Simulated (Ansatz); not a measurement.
## SrO: how strain makes field gradients

```
CELL_PARAMETERS angstrom
0.00000 2.56980 2.56980
2.56980 0.00000 2.56980
2.56980 2.56980 0.00000
ATOMIC_POSITIONS crystal
Sr 0.00000 0.00000 0.00000
O 0.50000 0.50000 0.50000
```

Atoms are numbered in the order listed.

The conventional cell has a = 5.140 Å, b = 5.140 Å, c = 5.140 Å, α = 90.00°, β = 90.00°, γ = 90.00°. Sr (atom 1) is surrounded by 6 O at 2.57 Å. Around O (atom 2) lie 6 Sr at 2.57 Å.

The cell is COD entry 1100027, as deposited and not checked against the literature; nothing was relaxed. It is an old determination, and later ones may differ.

Method: DFT, PBE, all-electron PAW with datasets made for the crystal, scalar-relativistic in Ansatz 0.2.0.

The runs use a Γ-centred 8×8×8 k mesh, Fermi–Dirac smearing of 0.02 eV, cutoff 300 eV (chosen by the program for this cell), no spin polarisation.

The strain is applied along the Cartesian axes of the cell as listed (the other components stay zero). Fractional coordinates are held (clamped ions).

The columns are Cartesian components of the electric field gradient at the nuclei, in 10²¹ V/m².

No spin–orbit coupling: at heavy atoms the gradients can be off by tens of per cent for that reason.

Only quantities that a quadratic follows smoothly over the whole series are listed; rougher ones are left out.

```csv
εzz,Vzz at Sr1,Vzz at O2
-0.0300,-3.35,-1.07
-0.0200,-2.17,-0.69
0.0000,0.00,0.00
0.0100,0.99,0.32
0.0200,1.93,0.63
0.0300,2.82,0.92
```

(1) Fit the series and give the gradient–strain slopes.

(2) One run, at εzz = -0.0100, is withheld. Predict its row.

## Answers

(1) Least-squares fits y = p0 + p1 x + p2 x² to the rows give Vzz at Sr1: p1 = 103, p2 = -290; Vzz at O2: p1 = 33.1, p2 = -82. The slopes p1 are in 10²¹ V/m² per unit strain, for clamped ions.

(2) The fits give -1.06, -0.34; the run gave -1.05, -0.34.
